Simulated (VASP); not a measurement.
# C (Fd-3m) in VASP: notebook, part 3 of 3

VASP 6.6.1. The steps go on from the part before.

## Step 5: Dielectric tensor, PBEsol

This run uses another cell than the first one, of 5.62 Å³/atom, 0.986 times its volume.

File INCAR:

```
PREC     = Accurate       # precision mode
ENCUT    = 600            # plane-wave cutoff, eV
EDIFF    = 1E-8           # SCF threshold, eV
ISMEAR   = 0              # smearing method
SIGMA    = 0.03           # smearing width, eV
LREAL    = F              # projectors in reciprocal space
LASPH    = T              # aspherical terms in the spheres
NELM     = 80             # most SCF steps
ALGO     = Normal         # electronic algorithm
ISIF     = 2              # what is computed and relaxed
LWAVE    = F              # write WAVECAR
LCHARG   = F              # write CHGCAR
GGA      = PS             # functional
LEPSILON = T              # dielectric tensor by DFPT
```

File KPOINTS:

```
Automatic mesh
0
Monkhorst-Pack
  22 22 22
```

File POSCAR:

```
C                                       
1.0
    0.0000000000      1.7774542777      1.7774542777
    1.7774542777      0.0000000000      1.7774542777
    1.7774542777      1.7774542777      0.0000000000
  C             
     2
Direct
     0.0000000000000000    0.0000000000000000    0.0000000000000000
     0.2500000000000000    0.2500000000000000    0.2500000000000000
```

Potentials or basis: VASP PAW PBE potentials, release 64 (C).

Command:

```
cat potpaw_PBE.64/C/POTCAR > POTCAR
mpirun -np 1 vasp_std > vasp.out
```

OUTCAR:

```text
PREC = Accurate
   ENCUT = 600
   EDIFF = 1E-8
   ISMEAR = 0
   LREAL = F
   LASPH = T
   NELM = 80
   ISIF = 2
   GGA = PS
   LEPSILON = T

 ion  position               nearest neighbor table
   1  0.000  0.000  0.000-   2 1.54   2 1.54   2 1.54   2 1.54
   2  0.250  0.250  0.250-   1 1.54   1 1.54   1 1.54   1 1.54

  LATTYP: Found a face centered cubic cell.
 ALAT       =     3.5549085554

  Lattice vectors:

 A1 = (   0.0000000000,   1.7774542777,   1.7774542777)
 A2 = (   1.7774542777,   0.0000000000,   1.7774542777)
 A3 = (   1.7774542777,   1.7774542777,   0.0000000000)

Analysis of symmetry for initial positions (statically):
=====================================================================
 Subroutine PRICEL returns:
 Original cell was already a primitive cell.

 Routine SETGRP: Setting up the symmetry group for a
 face centered cubic supercell.

 Subroutine GETGRP returns: Found 48 space group operations
 (whereof 24 operations were pure point group operations)
 out of a pool of 48 trial point group operations.

The static configuration has the point symmetry T_d .
 The point group associated with its full space group is O_h .

Analysis of symmetry for dynamics (positions and initial velocities):
=====================================================================
 Subroutine PRICEL returns:
 Original cell was already a primitive cell.

 Routine SETGRP: Setting up the symmetry group for a
 face centered cubic supercell.

 Subroutine GETGRP returns: Found 48 space group operations
 (whereof 24 operations were pure point group operations)
 out of a pool of 48 trial point group operations.

The dynamic configuration has the point symmetry T_d .
 The point group associated with its full space group is O_h .

 Subroutine INISYM returns: Found 48 space group operations
 (whereof 24 operations are pure point group operations),
 and found     1 'primitive' translations

----------------------------------------------------------------------------------------

                                     Primitive cell

  volume of cell :      11.2312

  direct lattice vectors                    reciprocal lattice vectors
     0.000000000  1.777454278  1.777454278    -0.281301188  0.281301188  0.281301188
     1.777454278  0.000000000  1.777454278     0.281301188 -0.281301188  0.281301188
     1.777454278  1.777454278  0.000000000     0.281301188  0.281301188 -0.281301188

  length of vectors
     2.513699946  2.513699946  2.513699946     0.487227950  0.487227950  0.487227950

  position of ions in fractional coordinates (direct lattice)
     0.000000000  0.000000000  0.000000000
     0.250000000  0.250000000  0.250000000

  ion indices of the primitive-cell ions
   primitive index   ion index
                 1           1
                 2           2

----------------------------------------------------------------------------------------

 KPOINTS: Automatic mesh

[... 376 lines left out ...]
      6      16.4851      0.00000
      7      16.5832      0.00000
      8      23.5896      0.00000

 [... further k-points ...]

  FORCE on cell =-STRESS in cart. coord.  units (eV):
  Direction    XX          YY          ZZ          XY          YZ          ZX
  --------------------------------------------------------------------------------------
  -------------------------------------------------------------------------------------
  Total        0.0013950      0.0013950      0.0013950      0.0000000      0.0000000      0.0000000
  in kB        0.1989973      0.1989973      0.1989973      0.0000000      0.0000000      0.0000000
  external PRESSURE =       0.1989973 kB  Pullay stress =       0.0000000 kB

 VOLUME and BASIS-vectors are now :
 -----------------------------------------------------------------------------
  energy-cutoff  :      600.00
  volume of cell :       11.23
      direct lattice vectors                 reciprocal lattice vectors
     0.000000000  1.777454278  1.777454278    -0.281301188  0.281301188  0.281301188
     1.777454278  0.000000000  1.777454278     0.281301188 -0.281301188  0.281301188
     1.777454278  1.777454278  0.000000000     0.281301188  0.281301188 -0.281301188

 POSITION                                       TOTAL-FORCE (eV/Angst)
 -----------------------------------------------------------------------------------
      0.00000      0.00000      0.00000        -0.000000     -0.000000     -0.000000
      0.88873      0.88873      0.88873         0.000000      0.000000      0.000000
 -----------------------------------------------------------------------------------
    total drift:                                0.000000      0.000000      0.000000

  FREE ENERGIE OF THE ION-ELECTRON SYSTEM (eV)
  ---------------------------------------------------
  free  energy   TOTEN  =       -19.2543047771 eV

  energy  without entropy=      -19.2543047771  energy(sigma->0) =      -19.25430478

 HEAD OF MICROSCOPIC STATIC DIELECTRIC TENSOR (INDEPENDENT PARTICLE, excluding Hartree and local field effects)
 ------------------------------------------------------
           6.017432     0.000000    -0.000000
          -0.000000     6.017432     0.000000
           0.000000     0.000000     6.017432
 ------------------------------------------------------

 Free energy of the ion-electron system (eV)
  ---------------------------------------------------
  ---------------------------------------------------
  free energy    TOTEN  =        -0.16140944 eV

  energy without entropy =       -0.16140944

------------------------ aborting loop because EDIFF is reached ----------------------------------------

--------------------------------------- Ionic step        2  -------------------------------------------

------------------------ aborting loop because EDIFF is reached ----------------------------------------

--------------------------------------- Ionic step        3  -------------------------------------------

 Free energy of the ion-electron system (eV)
  ---------------------------------------------------
  ---------------------------------------------------
  free energy    TOTEN  =        -0.16140944 eV

  energy without entropy =       -0.16140944

------------------------ aborting loop because EDIFF is reached ----------------------------------------

 PIEZOELECTRIC TENSOR FIELD DIRECTION 3  (e Angst)
 -----------------------------------------------------------------------------
    -0.00039 -0.00000  0.00000           ( -0.00000  0.00000  0.00000)
     0.00000 -0.00039  0.00000           (  0.00000 -0.00000  0.00000)
     0.00000  0.00000  0.00053           (  0.00000  0.00000 -0.00000)

 PIEZOELECTRIC TENSOR FIELD DIRECTION 3  (C/m^2)
 -----------------------------------------------------------------------------
    -0.00056 -0.00000  0.00000
     0.00000 -0.00056  0.00000
     0.00000  0.00000  0.00075

 MACROSCOPIC STATIC DIELECTRIC TENSOR (including local field effects in DFT)
 ------------------------------------------------------
           5.870581     0.000000     0.000000
          -0.000000     5.870581     0.000000
           0.000000     0.000000     5.870581
 ------------------------------------------------------

 PIEZOELECTRIC TENSOR (including local field effects)  for field in x, y, z        (e  Angst)
          XX          YY          ZZ          XY          YZ          ZX
  --------------------------------------------------------------------------------
  x    -0.00000    -0.00000    -0.00000    -0.00000    -0.00000     0.00000
  y    -0.00000     0.00000    -0.00000    -0.00000     0.00000     0.00000
  z     0.00000     0.00000     0.00000     0.00000     0.00000     0.00000

 PIEZOELECTRIC TENSOR (including local field effects)  for field in x, y, z        (C/m^2)
          XX          YY          ZZ          XY          YZ          ZX
  --------------------------------------------------------------------------------
  x    -0.00000    -0.00000    -0.00000    -0.00000    -0.00000     0.00000
  y    -0.00000     0.00000    -0.00000    -0.00000     0.00000     0.00000
  z     0.00000     0.00000     0.00000     0.00000     0.00000     0.00000

 BORN EFFECTIVE CHARGES (including local field effects) (in |e|, cummulative output)
 ---------------------------------------------------------------------------------
 ion    1
    1     0.00000     0.00000    -0.00000
    2     0.00000     0.00000     0.00000
    3     0.00000     0.00000     0.00000
 ion    2
    1    -0.00000    -0.00000     0.00000
    2    -0.00000    -0.00000    -0.00000
    3     0.00000    -0.00000     0.00000
```

Wall time 9.3 min (1 thread of Intel Xeon 6975P-C (Granite Rapids), shared host); peak memory 0.77 GiB.

What came out:

```
Electronic dielectric tensor (diagonal) : 5.87
Born charges (mean of the diagonal)     : C +0.00 e
```

Electronic dielectric tensor:
```
5.87 0.00 0.00
0.00 5.87 0.00
0.00 0.00 5.87
```

Born effective charge tensors (e):
atom 1, C
```
0.00 0.00 0.00
0.00 0.00 0.00
0.00 0.00 0.00
```
atom 2, C
```
0.00 0.00 0.00
0.00 0.00 0.00
0.00 0.00 0.00
```

Caveat: the PAW data sets were made with another functional, which shifts forces and pressure a little.

## Step 6: Phonons, r2SCAN

This run uses another cell than the first one, of 5.65 Å³/atom, 0.991 times its volume.

File POSCAR:

```
C
1.0
    0.0000000000      1.7805652936      1.7805652936
    1.7805652936      0.0000000000      1.7805652936
    1.7805652936      1.7805652936      0.0000000000
  C
     2
Direct
     0.0000000000000000    0.0000000000000000    0.0000000000000000
     0.2500000000000000    0.2500000000000000    0.2500000000000000
```

File INCAR.step1:

```
SYSTEM = C
PREC = Accurate ; ENCUT = 600
EDIFF = 1E-8 ; ISMEAR = 0
SIGMA = 0.03 ; LREAL = .FALSE.
LASPH = .TRUE. ; NELM = 80
ALGO = Normal ; ISIF = 3
LWAVE = .FALSE. ; LCHARG = .FALSE.
METAGGA = R2SCAN ; LMIXTAU = .TRUE.
IBRION = 2 ; NSW = 40
EDIFFG = -0.002
```

File INCAR.step2:

```
SYSTEM = C
PREC = Accurate ; ENCUT = 600
EDIFF = 1E-8 ; ISMEAR = 0
SIGMA = 0.03 ; LREAL = .FALSE.
LASPH = .TRUE. ; NELM = 80
ALGO = Normal ; ISIF = 2
LWAVE = .FALSE. ; LCHARG = .FALSE.
METAGGA = R2SCAN ; LMIXTAU = .TRUE.
IBRION = 6 ; NFREE = 2
POTIM = 0.015 ; NSW = 1
```

File KPOINTS:

```
Automatic mesh
0
G
  14 14 14
  0 0 0
```

Potentials or basis: VASP PAW PBE potentials, release 64 (C).

Command:

```
cat potpaw_PBE.64/C/POTCAR > POTCAR
cp INCAR.step1 INCAR
mpirun -np 1 vasp_std > vasp.out
cp CONTCAR POSCAR
cp INCAR.step2 INCAR
mpirun -np 1 vasp_std > vasp.out
```

OUTCAR:

```text
SYSTEM = C
   PREC = Accurate
   ENCUT = 600
   EDIFF = 1E-8
   ISMEAR = 0
   LREAL = .FALSE.
   LASPH = .TRUE.
   NELM = 80
   ISIF = 2
   METAGGA = R2SCAN
   IBRION = 6
   NFREE = 2
   POTIM = 0.015
   NSW = 1

 ion  position               nearest neighbor table
   1  0.000  0.000  0.000-   2 1.54   2 1.54   2 1.54   2 1.54
   2  0.250  0.250  0.250-   1 1.54   1 1.54   1 1.54   1 1.54

  LATTYP: Found a face centered cubic cell.
 ALAT       =     3.5611305872

  Lattice vectors:

 A1 = (   0.0000000000,   1.7805652936,   1.7805652936)
 A2 = (   1.7805652936,   0.0000000000,   1.7805652936)
 A3 = (   1.7805652936,   1.7805652936,   0.0000000000)

Analysis of symmetry for initial positions (statically):
=====================================================================
 Subroutine PRICEL returns:
[... 536 lines left out ...]
 Fermi energy:        10.1494231443

 k-point     1 :       0.0000    0.0000    0.0000
  band No.  band energies     occupation
      1     -12.9806      2.00000
      2       9.5359      2.00000
      3       9.7835      2.00000
      4      10.0243      2.00000
      5      15.4177      0.00000
      6      15.6243      0.00000
      7      15.8420      0.00000
      8      23.7098      0.00000
[... 282 lines left out ...]
  FREE ENERGIE OF THE ION-ELECTRON SYSTEM (eV)
  ---------------------------------------------------
  free  energy   TOTEN  =       -19.6597249642 eV

  energy  without entropy=      -19.6597249642  energy(sigma->0) =      -19.65972496

 INTERNAL STRAIN TENSORS FROM DISPLACED ATOMS
 ============================================

 INTERNAL STRAIN TENSOR FOR ION    1 for displacements in x,y,z  (eV/Angst):
          X           Y           Z          XY          YZ          ZX
  --------------------------------------------------------------------------------
  x    -0.00000     0.00000     0.00000     0.00000     2.45859     0.00000
  y     0.00000    -0.00000     0.00000     0.00000     0.00000     2.45859
  z     0.00000     0.00000    -0.00000     2.45859     0.00000     0.00000

 INTERNAL STRAIN TENSOR FOR ION    2 for displacements in x,y,z  (eV/Angst):
          X           Y           Z          XY          YZ          ZX
  --------------------------------------------------------------------------------
  x     0.00000     0.00000     0.00000     0.00000    -2.45859     0.00000
  y     0.00000     0.00000     0.00000     0.00000     0.00000    -2.45859
  z     0.00000     0.00000     0.00000    -2.45859     0.00000     0.00000

 Eigenvectors and eigenvalues of the dynamical matrix
 ----------------------------------------------------

   1 f  =   39.749065 THz   249.750742 2PiTHz 1325.886095 cm-1   164.388851 meV
             X         Y         Z           dx          dy          dz
      0.000000  0.000000  0.000000     0.000000   -0.707107    0.000000
      0.890283  0.890283  0.890283     0.000000    0.707107    0.000000
[... 21 lines left out ...]
   6 f  =    0.000000 THz     0.000000 2PiTHz    0.000000 cm-1     0.000000 meV
             X         Y         Z           dx          dy          dz
      0.000000  0.000000  0.000000     0.000000    0.000000    0.707107
      0.890283  0.890283  0.890283     0.000000    0.000000    0.707107

 ELASTIC MODULI CONTR FROM IONIC RELAXATION (kBar)
 Direction    XX          YY          ZZ          XY          YZ          ZX
 --------------------------------------------------------------------------------
 XX          -0.0000      0.0000      0.0000      0.0000      0.0000      0.0000
 YY           0.0000     -0.0000      0.0000      0.0000      0.0000      0.0000
 ZZ           0.0000      0.0000     -0.0000      0.0000      0.0000      0.0000
 XY           0.0000      0.0000      0.0000    -22.0942      0.0000      0.0000
 YZ           0.0000      0.0000      0.0000      0.0000    -22.0942      0.0000
 ZX           0.0000      0.0000      0.0000      0.0000      0.0000    -22.0942
 --------------------------------------------------------------------------------
```

OUTCAR.step1:

```text
SYSTEM = C
   PREC = Accurate
   ENCUT = 600
   EDIFF = 1E-8
   ISMEAR = 0
   LREAL = .FALSE.
   LASPH = .TRUE.
   NELM = 80
[... 491 lines left out ...]
      0.00000      0.00000      0.00000        -0.000000      0.000000      0.000000
      0.89028      0.89028      0.89028         0.000000     -0.000000      0.000000
 -----------------------------------------------------------------------------------
    total drift:                                0.000000      0.000000      0.000000

  FREE ENERGIE OF THE ION-ELECTRON SYSTEM (eV)
  ---------------------------------------------------
  free  energy   TOTEN  =       -19.6640936352 eV

  energy  without entropy=      -19.6640936352  energy(sigma->0) =      -19.66409364

 reached required accuracy - stopping structural energy minimisation
```

OSZICAR.step1:

```text
N       E                     dE             d eps       ncg     rms          rms(c)
DAV:   1     0.586308234149E+00    0.58631E+00   -0.56895E+03  1696   0.114E+03
DAV:   2    -0.217988874969E+02   -0.22385E+02   -0.21646E+02  2520   0.128E+02
DAV:   3    -0.219564545646E+02   -0.15757E+00   -0.15757E+00  1848   0.137E+01
[... 12 lines left out ...]
DAV:  16    -0.196640934560E+02   -0.40043E-06   -0.83464E-08  1808   0.336E-03    0.345E-04
DAV:  17    -0.196640935669E+02   -0.11094E-06   -0.61840E-09  1224   0.126E-03    0.234E-04
DAV:  18    -0.196640936073E+02   -0.40338E-07   -0.43707E-09   864   0.889E-04    0.141E-04
DAV:  19    -0.196640936368E+02   -0.29538E-07   -0.32484E-10   832   0.229E-04    0.265E-05
DAV:  20    -0.196640936352E+02    0.15866E-08   -0.45917E-11   832   0.793E-05
   1 F= -.19664094E+02 E0= -.19664094E+02  d E =-.196641E+02
```

Wall time 5.4 min (1 thread of Intel Xeon Platinum 8259CL at 2.50GHz (Skylake/Cascade Lake), shared host); peak memory 0.18 GiB.

Results:

```yaml
Highest_phonon_frequency_at_Γ: 1326 cm⁻¹
```

Phonon frequencies in cm⁻¹ (negative: imaginary):
```
              q point           frequencies
(0.000, 0.000, 0.000)  0 0 0 1326 1326 1326
```

Caveat: the PAW data sets were made with another functional, which shifts forces and pressure a little.
